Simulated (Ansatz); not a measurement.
## InSe (R3m), two-dimensional strain map

Theory: DFT PBEsol+D3(BJ), scalar-relativistic, plane waves, PAW in Ansatz. Cutoff 420 eV, Γ-centred 12×12×12 k-points, Gaussian smearing of 0.03 eV. No spin polarisation. Energies are free energies at this smearing, counted from the undisturbed cell; pressure is positive in compression.

Reference structure (as given, not relaxed at this level; it stands at -1.4 GPa):

```yaml
crystal:
  lattice:
    - [2.00000, 1.15470, 8.31667]
    - [-2.00000, 1.15470, 8.31667]
    - [0.00000, -2.30940, 8.31667]
  atoms:
    - { symbol: In, position: [0.00000, 0.00000, 0.00000] }
    - { symbol: In, position: [0.11220, 0.11220, 0.11220] }
    - { symbol: Se, position: [0.61550, 0.61550, 0.61550] }
    - { symbol: Se, position: [0.83000, 0.83000, 0.83000] }
```

The cell is strained by p along both x and y and by q along z, fractional coordinates fixed. Points are written (p, q).

p was sampled at -0.030, 0.000, 0.030 and q at -0.030, 0.000, 0.030.

**Question.** Where on the computed points is the energy highest, and how high?

**Answer.** At (0.030, 0.030): 55.4 meV/atom.

**Question.** Away from (0, 0), which computed point is lowest?

**Answer.** (0.000, -0.030): -2.1 meV/atom.

The map, in meV/atom:

```csv
p \ q,-0.030,0.000,0.030
-0.030,18.0,9.2,15.9
0.000,-2.1,0.0,16.4
0.030,21.2,31.7,55.4
```

Cost: 9 runs of about 13 core-minutes in all, on Arm Neoverse V1 (shared hosts).